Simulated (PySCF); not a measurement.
Species: aniline, C6H7N.
Z-matrix (Å and degrees, GFN2-xTB geometry), rows numbered from 1:
```
N 
C   1  1.3816
C   2  1.3950  1  120.56
C   3  1.3808  2  120.42  1  -176.48
C   4  1.3850  3  120.49  2    -0.04
C   5  1.3850  4  119.41  3    -0.06
C   6  1.3809  5  120.49  4     0.00
H   1  1.0071  2  116.24  3  -161.35
H   1  1.0071  2  116.25  3   -22.08
H   3  1.0812  2  119.22  1     3.52
H   4  1.0805  3  119.56  2  -179.93
H   5  1.0795  4  120.30  3  -179.97
H   6  1.0805  5  119.98  4  -179.76
H   7  1.0812  2  119.19  1    -3.47
```

A PySCF run (density fitting, gas phase, GFN2-xTB geometry) gave HOMO -4.74 eV, LUMO -0.61 eV, dipole 1.76 D and E = -292.364 Eh.

Task: Which of these levels was it?
A. KT3/ANO-RCC-VDZP
B. CAM-B3LYP/def2-SVPD
C. PBE0/pcSseg-1

Result: A. It is KT3/ANO-RCC-VDZP. All candidates on this geometry:

```csv
level and settings,kind,basis functions,SCF cycles,E (Eh),HOMO (eV),LUMO (eV),dipole (D)
"KT3/ANO-RCC-VDZP, start guess vsap",GGA,133,15,-292.3643,-4.74,-0.61,1.76
PBE0/pcSseg-1,global hybrid,154,12,-287.2280,-5.87,0.03,1.78
CAM-B3LYP/def2-SVPD,range-separated hybrid,196,12,-287.2534,-7.12,1.00,1.60
```

The nearest other candidate, by the summed differences of HOMO and LUMO, is PBE0/pcSseg-1: its HOMO differs by -1.13 eV and its LUMO by +0.64 eV. Cycle counts include a coarse-grid stage where the run had one. KT3 was designed for NMR shieldings or shifts; total energies of different functionals aren't comparable. ANO-RCC sets were contracted for a scalar-relativistic Hamiltonian, but ran non-relativistically here.
